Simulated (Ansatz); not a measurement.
Sb2Te3:
```cif
data_Sb6Te9
_chemical_formula_sum 'Sb6 Te9'
_space_group_name_H-M_alt 'R-3m :H'
_space_group_IT_number 166
_space_group_name_Hall '-R 3 2"'
_cell_length_a 4.33777
_cell_length_b 4.33777
_cell_length_c 31.38662
_cell_angle_alpha 90.000
_cell_angle_beta 90.000
_cell_angle_gamma 120.000
loop_
_atom_site_label
_atom_site_type_symbol
_atom_site_symmetry_multiplicity
_atom_site_Wyckoff_symbol
_atom_site_fract_x
_atom_site_fract_y
_atom_site_fract_z
_atom_site_occupancy
Sb1 Sb 6 c 0.00000 0.00000 0.39673 1
Te1 Te 3 a 0.00000 0.00000 0.00000 1
Te2 Te 6 c 0.00000 0.00000 0.21568 1
```
(The calculation used a cell of 5 atoms; values per cell refer to that cell.)

Relaxed with PBE.

**Question.** Decompose the optical modes at the zone centre into irreducible representations, and say which are infrared and Raman allowed.

**Answer.** Point group -3m: Γ_opt = 2A1g + 2A2u + 2Eg + 2Eu. Infrared: A2u, Eu. Raman: A1g, Eg.

**Question.** Assign frequencies (DFPT, plane-wave PAW PBE (Ansatz code); without the LO–TO term).

**Answer.** Eg 45, A1g 62, Eu 65, Eu 97, A2u 106, Eg 110, A2u 146, A1g 163 cm⁻¹.

The cell was relaxed with PBE under the symmetry of its start. Scalar-relativistic: spin–orbit coupling is off unless named, which matters more the heavier the elements.

Potentials: the later of the program's two PAW sets.
